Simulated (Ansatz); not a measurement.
**CdF2: deformation potentials from a series**

```xyz
3
Lattice="0.0000 2.6940 2.6940 2.6940 0.0000 2.6940 2.6940 2.6940 0.0000" Properties=species:S:1:pos:R:3 pbc="T T T"
Cd    0.0000    0.0000    0.0000
F     1.3470    1.3470    1.3470
F     4.0410    4.0410    4.0410
```

Atom numbers follow the list: Cd1, F2, F3.

The geometry is COD entry 9009006, unchecked; take it as a test cell.

All numbers below come from DFT, LDA, all-electron LAPW, scalar-relativistic (Ansatz 0.2.0).

The runs use a Γ-centred 8×8×8 k mesh, Fermi–Dirac smearing of 0.02 eV, basis error target 1 meV/atom, no spin polarisation.

The strain is applied along the Cartesian axes of the cell as listed (the other components stay zero). Fractional coordinates are held (clamped ions).

The valence-band top of this crystal doesn't lie at Γ but 0.48 eV above the top filled level there.

Only quantities that a quadratic follows smoothly over the whole series are listed; rougher ones are left out.

```csv
εzz,"direct gap at Γ, from the mean of the top three filled levels (eV)",singlet less doublet of the top filled triplet at Γ (eV)
-0.0200,3.314,-0.064
-0.0100,3.293,-0.031
0.0000,3.272,0.000
0.0200,3.225,0.058
```

Question: Fit the series and give the slopes at zero strain.

Answer: Least-squares fits y = p0 + p1 x + p2 x² to the rows give direct gap at Γ, from the mean of the top three filled levels (eV): p1 = -2.22, p2 = -5.7; singlet less doublet of the top filled triplet at Γ (eV): p1 = 3.05, p2 = -7.7. Without spin–orbit coupling the singlet lies 3b(εzz − εxx) above the doublet in the usual convention, so the shear deformation potential is b = 1.02 eV.

Question: One run, at εzz = 0.0100, is withheld. Predict its row.

Answer: The fits give 3.249, 0.030; the run gave 3.249, 0.030.
